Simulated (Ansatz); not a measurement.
# Cd: the cost of one run

Method: DFT PBE, scalar-relativistic, plane waves, PAW, in Ansatz 0.2.0.

This is Cd in the bcc structure; at room conditions it is hcp.

### 1 The system as given

Symmetry: Im-3m, No. 229, cubic system. Conventional cell: a = 3.569 Å, b = 3.569 Å, c = 3.569 Å, α = 90.00°, β = 90.00°, γ = 90.00°. Cd (site symmetry m-3m) has 8 Cd at 3.09 Å as nearest neighbours.

Coordinates:

```xyz
1
Lattice="-1.7843 1.7843 1.7843 1.7843 -1.7843 1.7843 1.7843 1.7843 -1.7843" Properties=species:S:1:pos:R:3 pbc="T T T"
Cd    0.0000    0.0000    0.0000
```

The structure comes from the Materials Project (structure only).

### 2 Ground state at the listed geometry

The input, input.yaml:

```yaml
crystal:
  lattice:
    - [-1.784322, 1.784322, 1.784322]
    - [1.784322, -1.784322, 1.784322]
    - [1.784322, 1.784322, -1.784322]
  atoms:
    - { symbol: Cd, position: [0.0, 0.0, 0.0] }
basis:
  ecutwfc: 420
  fft_grid_basis: typed
kpoints:
  mp_grid: { grid: [14, 14, 14] }
hamiltonian:
  xc: pbe
  pseudopotentials: { kind: paw }
scf:
  occupations: { method: gaussian, width: 0.05 }
output:
  forces: true
  stress: true
  eigenvalues: true
  bader: true
  write_density: true
  volumetric_format: npy
  elf: true
```

Command:

```
$ ansatz run input.yaml --threads 1 --pin off --max-ram 2560MiB --backend cpu --events-out ev --progress --plain --runs-dir out
```

Q: Estimate wall time and peak memory on 1 thread of Arm Neoverse N1, shared host.

About 8.7 s, with a peak of 0.29 GiB.
